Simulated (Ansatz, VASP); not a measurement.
## Two plane-wave programs on AlN

```xyz
2
Lattice="0.0000 2.1603 2.1603 2.1603 0.0000 2.1603 2.1603 2.1603 0.0000" Properties=species:S:1:pos:R:3 pbc="T T T"
Al    0.0000    0.0000    0.0000
N     1.0801    1.0801    1.0801
```

Alike in both runs: task single point; functional LDA; k mesh 8 × 8 × 8; no spin polarisation.

|  | VASP | Ansatz |
| --- | --- | --- |
| version | VASP 6.6.1 | Ansatz 0.2.0 |
| potentials or method | VASP PAW LDA potentials, release 64 (Al, N) | PAW with Ansatz's default frozen-core files, scalar-relativistic |
| plane-wave cutoff (eV) | 520 | 420 |
| occupations | gaussian, width 0.01 eV | fixed |
| valence electrons in the cell | 8 | 8 |

VASP gave:

| Property | Result |
| --- | --- |
| gap on the k mesh at the Fermi level (eV) | 3.24 |
| pressure (GPa) | 3.9 |

Problem. What did Ansatz give for the same quantities?

Solution. gap on the k mesh at the Fermi level (eV): 3.26; pressure (GPa): 3.3.

A k mesh can miss the band edges. LDA gaps usually lie below the measured ones, often by a third to a half.
